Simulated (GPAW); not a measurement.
Wanted: an ASE script for a GPAW 26.7.0 run.

| Property | Result |
| --- | --- |
| Task | relaxation of cell and atoms |
| Functional | RPBE |
| Potentials or basis | the program's PAW data sets (release 1.2.1) made for this functional |
| Cutoff | 600 eV |
| Basis | pw |
| k mesh | 12 × 12 × 11 |
| Occupations | fermi-dirac, width 0.05 eV |
| Spin | no spin polarisation |
| Maxiter | 150 |
| Optimizer | BFGS |
| Fmax | 0.02 eV/Å |
| Max steps | 60 |
| Convergence | density=1e-05 forces=0.0001 |

The structure of Si lies in POSCAR:

```
Si
1.0
    2.6205428149      0.0000000000      0.0000000000
   -1.3102714075      2.2694566494      0.0000000000
    0.0000000000      0.0000000000      2.4663543900
Si
1
Direct
    0.0000000000      0.0000000000      0.0000000000
```

This isn't the form of Si at room conditions, which is diamond.

These files were run (other wordings do the same):

run.py

```python
from ase.filters import FrechetCellFilter
from ase.io import read, write
from ase.optimize import BFGS
from gpaw import GPAW, PW

atoms = read('POSCAR')

calc = GPAW(mode=PW(600),
            xc='RPBE',
            kpts={'size': (12, 12, 11), 'gamma': True},
            occupations={'name': 'fermi-dirac', 'width': 0.05},
            nbands=8,
            convergence={'density': 1e-05, 'forces': 0.0001},
            maxiter=150,
            txt='gpaw.txt')
atoms.calc = calc
opt = BFGS(FrechetCellFilter(atoms), trajectory='relax.traj', logfile='-')
done = opt.run(fmax=0.02, steps=60)
calc.write('gs.gpw')
write('result.traj', atoms)
print('Converged:', done)
print('Cell:', atoms.cell.cellpar().round(4))
print('Volume:', round(atoms.get_volume(), 4))
print(atoms.get_scaled_positions().round(5))
```

Potentials or basis: the program's PAW data sets (release 1.2.1) made for this functional, pw.

The run is started by

```bash
$ OMP_NUM_THREADS=1 python run.py
```

Results of the run:

The relaxed volume is 15.30 Å³/atom and the relaxed cell is a = 2.648 Å, b = 2.648 Å, c = 2.520 Å, α = 90.00°, β = 90.00°, γ = 120.00°. The space group after relaxing (to 0.05 Å) is P6/mmm (No. 191), the energy gained by relaxing is 11.6 meV/atom and the ionic steps are 4. The pressure after relaxing is 0.0 GPa. The band gap on the k mesh is none (metal or under the smearing width).

Caveat: later steps reuse the first step's grids.

Run time: 22 s on 1 thread of Arm Neoverse V2, with other jobs on the host, peak memory 0.16 GiB.
